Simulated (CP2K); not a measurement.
The system is WC (Qusongite).

```
CELL_PARAMETERS angstrom
2.90650 0.00000 0.00000
-1.45325 2.51710 0.00000
0.00000 0.00000 2.83660
ATOMIC_POSITIONS crystal
W 0.00000 0.00000 0.00000
C 0.66667 0.33333 0.50000
```

Base run:

```yaml
Program: CP2K 2026.2
Functional: vdW-DF2
Potentials_or_basis: POTENTIAL_UZH W GTH-PBE-q14, C GTH-PBE-q4; TZVP-MOLOPT-PBE-GTH basis
Density_cutoff: 9184 eV
k_mesh: 10 × 10 × 9
Occupations: fermi-dirac, width 0.05 eV
Spin: no spin polarisation
```

Its results: band gap on the k mesh none (metal or under the smearing width); pressure 22.1 GPa.

The run is repeated on the same cell with these changes: functional from vdW-DF2 to HLE17. What comes out?

Band gap on the k mesh none (metal or under the smearing width); pressure -34.4 GPa.

Caveats: the potentials were made for another functional, which shifts forces and pressure; spin-orbit coupling is left out, which moves the levels of the heavy elements; the basis of atomic orbitals isn't converged, which shifts pressures, moduli and gaps; the potentials were made for a functional far from this one (some runs); the cell as given lies far from equilibrium (some runs).
